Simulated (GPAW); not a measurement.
# In (P6_3/mmc) in GPAW: convergence with k mesh

Aim: find how far k mesh must go before the results for In settle, at PBEsol. This setting moves, with any that are tied to it; all else stays.

Everything below comes from runs of GPAW 26.7.0. Logs are shortened: lines on timing, memory, paths and dates and some standing lists are left out, and cuts for length are marked. The log counts tension as positive stress, the text compression.

**1. The structure**

The structure is hexagonal, space group P6_3/mmc (No. 194). The conventional cell has a = 3.335 Å, b = 3.335 Å, c = 5.509 Å, α = 90.00°, β = 90.00°, γ = 120.00°. In (site symmetry -6m2) is surrounded by 12 In at 3.34 to 3.36 Å.

This isn't the form of In at room conditions, which is tetragonal.

**2. With k mesh 2 × 2 × 1**

File run.py:

```python
from ase.dft.bandgap import bandgap
from ase.io import read, write
from ase.units import GPa
from gpaw import GPAW, PW, setup_paths

setup_paths.insert(0, '.')

atoms = read('In.xyz')

calc = GPAW(mode=PW(600),
            xc='PBEsol',
            kpts={'size': (2, 2, 1), 'gamma': True},
            occupations={'name': 'fermi-dirac', 'width': 0.05},
            nbands=23,
            convergence={'density': 1e-05, 'energy': 1e-05},
            maxiter=100,
            txt='gpaw.txt')
atoms.calc = calc
energy = atoms.get_potential_energy()
forces = atoms.get_forces()
stress = atoms.get_stress()
calc.write('gs.gpw')
write('result.traj', atoms)
print(f'Energy: {energy:.6f} eV')
print('Forces (eV/A):')
print(forces.round(4))
print('Stress (GPa):', (stress / GPa).round(3))
print('Fermi level:', round(calc.get_fermi_level(), 4), 'eV')
print(f'Gap: {bandgap(calc)[0]:.4f} eV, direct: {bandgap(calc, direct=True)[0]:.4f} eV')
```

File In.xyz:

```xyz
2
Lattice="3.3354847820 0.0000000000 0.0000000000 -1.6677423910 2.8886145552 0.0000000000 0.0000000000 0.0000000000 5.5091429200" Properties=species:S:1:pos:R:3 pbc="T T T"
In     1.6677423912      0.9628715183      4.1318571900
In    -0.0000000002      1.9257430369      1.3772857300
```

Potentials or basis: PAW data sets generated in the run's folder for this functional, pw.

Started as:

```sh
$ gpaw-setup -f PBEsol In
$ OMP_NUM_THREADS=1 python run.py
```

Run time: 5.5 s. Hardware: 1 thread of Arm Neoverse V1, shared host; peak memory 0.14 GiB.

What came out:

```yaml
Free_energy: -5.2061 eV
Pressure: 10.5 GPa
```

**3. With k mesh 3 × 3 × 2**

run.py, as its differences from that of step 2:

```diff
@@ -11,3 +11,3 @@
             xc='PBEsol',
-            kpts={'size': (2, 2, 1), 'gamma': True},
+            kpts={'size': (3, 3, 2), 'gamma': True},
             occupations={'name': 'fermi-dirac', 'width': 0.05},
```

In.xyz is that of step 2.

Potentials or basis: PAW data sets generated in the run's folder for this functional, pw.

Started as:

```sh
$ gpaw-setup -f PBEsol In
$ OMP_NUM_THREADS=1 python run.py
```

Wall time 8.3 s (1 thread of Arm Neoverse V1, shared host); peak memory 0.14 GiB.

What came out:

- Free energy: -5.9875 eV
- Pressure: -2.2 GPa
- Band gap on the k mesh: none (metal or under the smearing width)

**4. With k mesh 4 × 4 × 2**

run.py, as its differences from that of step 3:

```diff
@@ -11,3 +11,3 @@
             xc='PBEsol',
-            kpts={'size': (3, 3, 2), 'gamma': True},
+            kpts={'size': (4, 4, 2), 'gamma': True},
             occupations={'name': 'fermi-dirac', 'width': 0.05},
```

In.xyz is that of step 3.

Started as:

```sh
$ gpaw-setup -f PBEsol In
$ OMP_NUM_THREADS=1 python run.py
```

Run time: 9.1 s. Hardware: 1 thread of Arm Neoverse V1, shared host; peak memory 0.14 GiB.

What came out:

```
Free energy            : -6.0355 eV
Pressure               : -0.3 GPa
Band gap on the k mesh : none (metal or under the smearing width)
```

**5. With k mesh 5 × 5 × 3**

run.py, as its differences from that of step 4:

```diff
@@ -11,3 +11,3 @@
             xc='PBEsol',
-            kpts={'size': (4, 4, 2), 'gamma': True},
+            kpts={'size': (5, 5, 3), 'gamma': True},
             occupations={'name': 'fermi-dirac', 'width': 0.05},
```

In.xyz is that of step 4.

Started as:

```sh
$ gpaw-setup -f PBEsol In
$ OMP_NUM_THREADS=1 python run.py
```

Wall time 10 s (1 thread of Arm Neoverse V1, shared host); peak memory 0.15 GiB.

It converged, with:

- Free energy: -6.4158 eV
- Pressure: -2.0 GPa
- Band gap on the k mesh: none (metal or under the smearing width)

**6. With k mesh 6 × 6 × 3**

run.py, as its differences from that of step 5:

```diff
@@ -11,3 +11,3 @@
             xc='PBEsol',
-            kpts={'size': (5, 5, 3), 'gamma': True},
+            kpts={'size': (6, 6, 3), 'gamma': True},
             occupations={'name': 'fermi-dirac', 'width': 0.05},
```

In.xyz is that of step 5.

Potentials or basis: PAW data sets generated in the run's folder for this functional, pw.

Started as:

```sh
$ gpaw-setup -f PBEsol In
$ OMP_NUM_THREADS=1 python run.py
```

It took 13 s on 1 thread of Arm Neoverse V1, shared host; peak memory 0.15 GiB.

The run converged. Its results:

```yaml
Free_energy: -6.3607 eV
Pressure: -1.4 GPa
Band_gap_on_the_k_mesh: none (metal or under the smearing width)
```

**7. With k mesh 7 × 7 × 4**

run.py, as its differences from that of step 6:

```diff
@@ -11,3 +11,3 @@
             xc='PBEsol',
-            kpts={'size': (6, 6, 3), 'gamma': True},
+            kpts={'size': (7, 7, 4), 'gamma': True},
             occupations={'name': 'fermi-dirac', 'width': 0.05},
```

In.xyz is that of step 6.

Started as:

```sh
$ gpaw-setup -f PBEsol In
$ OMP_NUM_THREADS=1 python run.py
```

Run time: 17 s. Hardware: 1 thread of Arm Neoverse V1, shared host; peak memory 0.16 GiB.

It converged, with:

```yaml
Free_energy: -6.3781 eV
Pressure: -2.1 GPa
Band_gap_on_the_k_mesh: none (metal or under the smearing width)
```

**8. With k mesh 8 × 8 × 5**

run.py, as its differences from that of step 7:

```diff
@@ -11,3 +11,3 @@
             xc='PBEsol',
-            kpts={'size': (7, 7, 4), 'gamma': True},
+            kpts={'size': (8, 8, 5), 'gamma': True},
             occupations={'name': 'fermi-dirac', 'width': 0.05},
```

In.xyz is that of step 7.

Started as:

```sh
$ gpaw-setup -f PBEsol In
$ OMP_NUM_THREADS=1 python run.py
```

Run time: 24 s. Hardware: 1 thread of Arm Neoverse V1, shared host; peak memory 0.17 GiB.

The run converged. Its results:

```
Free energy            : -6.3574 eV
Pressure               : -1.7 GPa
Band gap on the k mesh : none (metal or under the smearing width)
```

**9. With k mesh 10 × 10 × 6**

run.py, as its differences from that of step 8:

```diff
@@ -11,3 +11,3 @@
             xc='PBEsol',
-            kpts={'size': (8, 8, 5), 'gamma': True},
+            kpts={'size': (10, 10, 6), 'gamma': True},
             occupations={'name': 'fermi-dirac', 'width': 0.05},
```

In.xyz is that of step 8.

Potentials or basis: PAW data sets generated in the run's folder for this functional, pw.

Started as:

```sh
$ gpaw-setup -f PBEsol In
$ OMP_NUM_THREADS=1 python run.py
```

Run time: 42 s. Hardware: 1 thread of Arm Neoverse V1, shared host; peak memory 0.2 GiB.

Results (log left out):

| Item | Value |
| --- | --- |
| Free energy | -6.4061 eV |
| Pressure | -1.6 GPa |
| Band gap on the k mesh | none (metal or under the smearing width) |

**10. With k mesh 12 × 12 × 7**

run.py, as its differences from that of step 9:

```diff
@@ -11,3 +11,3 @@
             xc='PBEsol',
-            kpts={'size': (10, 10, 6), 'gamma': True},
+            kpts={'size': (12, 12, 7), 'gamma': True},
             occupations={'name': 'fermi-dirac', 'width': 0.05},
```

In.xyz is that of step 9.

Potentials or basis: PAW data sets generated in the run's folder for this functional, pw.

Started as:

```sh
$ gpaw-setup -f PBEsol In
$ OMP_NUM_THREADS=1 python run.py
```

gpaw.txt:

```text
__  _  _
 | _ |_)|_||  |
 |__||  | ||/\| - 26.7.0

Input parameters:
  mode=PW(ecut=600.0),
  convergence={'density': 1e-05, 'energy': 1e-05},
  kpts=MonkhorstPack(size=(12, 12, 7), gamma=True),
  maxiter=100,
  nbands=23,
  occupations=Occupations(name='fermi-dirac', width=0.05),
  xc=XC(name='PBEsol')

Diagonalizing LCAO Hamiltonian
Converting LCAO to pw mode

           In

        In

Atoms  # Å, Bohr magnetons
|   | symbol |         x |        y |        z |    initial magnetic moments |
|---|--------|-----------|----------|----------|-----------------------------|
| 0 |     In |  1.667742 | 0.962872 | 4.131857 | ( 0.0000,  0.0000,  0.0000) |
| 1 |     In | -0.000000 | 1.925743 | 1.377286 | ( 0.0000,  0.0000,  0.0000) |

Unit cell  # Å
| periodic |         x |        y |        z |  lengths |     angles |
|----------|-----------|----------|----------|----------|------------|
|      yes |  3.335485 | 0.000000 | 0.000000 | 3.335485 |  90.000000 |
|      yes | -1.667742 | 2.888615 | 0.000000 | 3.335485 |  90.000000 |
|      yes |  0.000000 | 0.000000 | 5.509143 | 5.509143 | 120.000000 |

Number of symmetries: 12
Symmetry operations  # r_c * U_cc + t_c -> r_c
|    | kind |            matrix            |
|----|------|------------------------------|
|  0 |  σ   |  1, 1, 0,  0,-1, 0,  0, 0, 1 |
|  1 |  S6  |  1, 1, 0, -1, 0, 0,  0, 0,-1 |
|  2 |  E   |  1, 0, 0,  0, 1, 0,  0, 0, 1 |
|  3 |  C2  |  1, 0, 0, -1,-1, 0,  0, 0,-1 |
|  4 |  C2  |  0, 1, 0,  1, 0, 0,  0, 0,-1 |
|  5 |  C3  |  0, 1, 0, -1,-1, 0,  0, 0, 1 |
|  6 |  S6  |  0,-1, 0,  1, 1, 0,  0, 0,-1 |
|  7 |  σ   |  0,-1, 0, -1, 0, 0,  0, 0, 1 |
|  8 |  σ   | -1, 0, 0,  1, 1, 0,  0, 0, 1 |
|  9 |  i   | -1, 0, 0,  0,-1, 0,  0, 0,-1 |
| 10 |  C3  | -1,-1, 0,  1, 0, 0,  0, 0, 1 |
| 11 |  C2  | -1,-1, 0,  0, 1, 0,  0, 0,-1 |

BZ-sampling:
  Number of BZ points: 1008
  Number of IBZ points: 112

  Monkhorst-Pack size: [12, 12, 7]
  Monkhorst-Pack shift: [0.041666666666666664, 0.041666666666666664, 0.0]

K-points  # in reciprocal-cell coordinates
|     |                                coordinates |     weight |
|-----|--------------------------------------------|------------|
|   0 | ( -0.00000000,  -0.00000000,   0.00000000) | 0.00099206 |
|   1 | ( -0.00000000,  -0.00000000,   0.14285714) | 0.00198413 |
|   2 | ( -0.00000000,  -0.00000000,   0.28571429) | 0.00198413 |
|   3 | ( -0.00000000,  -0.00000000,   0.42857143) | 0.00198413 |
|   4 | (  0.08333333,  -0.00000000,  -0.42857143) | 0.00595238 |
|   5 | (  0.08333333,  -0.00000000,  -0.28571429) | 0.00595238 |
|   6 | (  0.08333333,  -0.00000000,  -0.14285714) | 0.00595238 |
|   7 | (  0.08333333,  -0.00000000,   0.00000000) | 0.00595238 |
|   8 | (  0.08333333,  -0.00000000,   0.14285714) | 0.00595238 |
|   9 | (  0.08333333,  -0.00000000,   0.28571429) | 0.00595238 |
| ... |                                            |            |
| 111 | (  0.50000000,   0.50000000,   0.42857143) | 0.00595238 |

Plane wave coefficients: 1798
Cutoff: 600.0 eV

Spin-components: 1 (collinear spins)
Bands:           23
Projectors:      12
Spin-degeneracy: 2
Datatype:        complex128

Parallelization:
  kpt:    1
  domain: 1
  band:   1

Density:
  Valence electrons: 26.0
  Components: 1
  Grid points: [20 20 32]
  Charge: 0.0  # |e|

Potential:
  Grid points: [20 20 32]

species:
  In:
    name:    Indium
    Z:       49.0
    valence: 13
    core:    36
    charge:  0.0  # [|e|]
    compensation charges:
      type: gauss
      rc: 0.36  # [Å]
      lmax: 2
    cutoffs:
      filter: 2.09  # [Å]
      core: 2.48  # [Å]
    projectors
    | kind |    occ | energy [eV] | rcut [Å] |
    |------|--------|-------------|----------|
    |   5s |  2.000 |      -8.248 |    1.185 |
    |   5p |  1.000 |      -2.521 |    1.244 |
    |   4d | 10.000 |     -18.596 |    1.148 |
    |    s |        |      18.964 |    1.185 |
    |    p |        |      24.691 |    1.244 |
    |    d |        |       8.615 |    1.148 |

    Using partial waves for In as LCAO basis

Reference energy: -319805.218446  # eV

eigensolver:
  PPCG
  Converge bands: occupied
  niter=2

density mixing:
  MSR1-Mixer
  Pratt-step length: 0.05
  Maximum mixing coefficient: 0.75
  Old densities: 10
  SVD Regularization: 0.005
  Good broyden scale: 1.0
  Trust region scale: 1.0
  Backstep threshold: 4.0
  History deletion threshold: 6.0
  Fourier metric: weight=20.0, sigma=0.015

occupation numbers:
  Fermi-Dirac:
    width: 0.0500  # eV

poisson solver:
  ecut: 4800.0  # eV

xc functional:
  name: PBEsol with 2 nearest neighbor stencil

convergence criteria:
[... 6 lines left out ...]
|iter     | |      energy | eigst |  dens |
|---------|-|-------------|-------|-------|
|iter:   1| |   -6.450243 | -0.40 |       |
|iter:   2| |   -6.442617 | -2.33 | -1.57 |
|iter:   3| |   -6.382736 | -2.57 | -1.60 |
|iter:   4| |   -6.380550 | -3.54 | -2.06 |
|iter:   5| |   -6.380708 | -4.47 | -2.69 |
|iter:   6| |   -6.380722c| -6.12 | -3.60 |
|iter:   7| |   -6.380723c| -7.03 | -4.17 |
|iter:   8| |   -6.380723c| -7.81c| -4.85 |
|iter:   9| |   -6.380723c| -8.41c| -5.54c|

Converged in 9 steps
Energy contributions relative to reference atoms: (reference = -319805.218446)

Energy contributions:
  Kinetic:          20.247557
  Coulomb:         -18.692273
  Zero:              0.316880
  External:          0.000000
  Xc:               -8.249840
  Entropy:          -0.006094
  Spinorbit:         0.000000
  ----------------------------
  Free energy:      -6.383770
  Extrapolated:     -6.380723

dipole moment: (-0.000000, -0.000000, -0.000001)  # |e|*Ang

Fermi level: 6.683
Eigenvalues  # (at kpt = [-0.000, -0.000, 0.000])
| band index |      eig [eV] | occ [0-2] |
|------------|---------------|-----------|
|          0 |        -7.856 |     2.000 |
|        ... |               |           |
|          5 |        -7.735 |     2.000 |
|          6 |        -7.667 |     2.000 |
|          7 |        -7.667 |     2.000 |
|          8 |        -7.484 |     2.000 |
|          9 |        -7.484 |     2.000 |
|         10 |        -2.803 |     2.000 |
[... 8 lines left out ...]
|         19 |        18.065 |     0.000 |
|         20 |        20.463 |     0.000 |
|        ... |               |           |
|         22 |        20.955 |     0.000 |

No gap
No difference between direct/indirect transitions

Forces  # eV/Ang
|        x |        y |        z |
|----------|----------|----------|
| -0.00000 |  0.00000 | -0.00001 |  # In   0
|  0.00000 | -0.00000 |  0.00001 |  # In   1

Stress tensor  # eV/Ang^3
|         x |         y |        z |
|-----------|-----------|----------|
|  0.008150 | -0.000000 | 0.000000 |
| -0.000000 |  0.008150 | 0.000000 |
|  0.000000 |  0.000000 | 0.014957 |

# Writing to gs.gpw (mode='')
```

stdout:

```text
Energy: -6.380723 eV
Forces (eV/A):
[[-0.  0. -0.]
 [ 0. -0.  0.]]
Stress (GPa): [ 1.306  1.306  2.396  0.     0.    -0.   ]
Fermi level: 6.6826 eV
Gap: 0.0000 eV, direct: 0.0000 eV
```

Run time: 58 s. Hardware: 1 thread of Arm Neoverse V1, shared host; peak memory 0.24 GiB.

What came out:

```yaml
Free_energy: -6.3838 eV
Pressure: -1.7 GPa
Band_gap_on_the_k_mesh: none (metal or under the smearing width)
```

**11. Result**

```tsv
k mesh	energy less the tightest run, at zero smearing (meV/atom)	pressure (GPa)	SCF cycles	CPU time (s)	peak memory (GiB)
2 × 2 × 1	598.57	10.50	9	5.5	0.14
3 × 3 × 2	206.20	-2.17	9	8.3	0.14
4 × 4 × 2	181.06	-0.30	10	9.1	0.14
5 × 5 × 3	-14.89	-1.95	9	10	0.15
6 × 6 × 3	15.44	-1.42	9	13	0.15
7 × 7 × 4	2.91	-2.06	9	17	0.16
8 × 8 × 5	14.53	-1.67	9	24	0.17
10 × 10 × 6	-11.09	-1.63	9	42	0.2
12 × 12 × 7	0.00	-1.67	9	58	0.24
```

Against the tightest run, the pressure stays within 0.1 GPa from 8 × 8 × 5 on. Not settled before the last step: the energy (to 1 meV/atom). Meshes of other sizes hit other points, so gaps and Fermi surfaces needn't settle smoothly. The tightest run that finished is the yardstick and may itself not be fully converged.
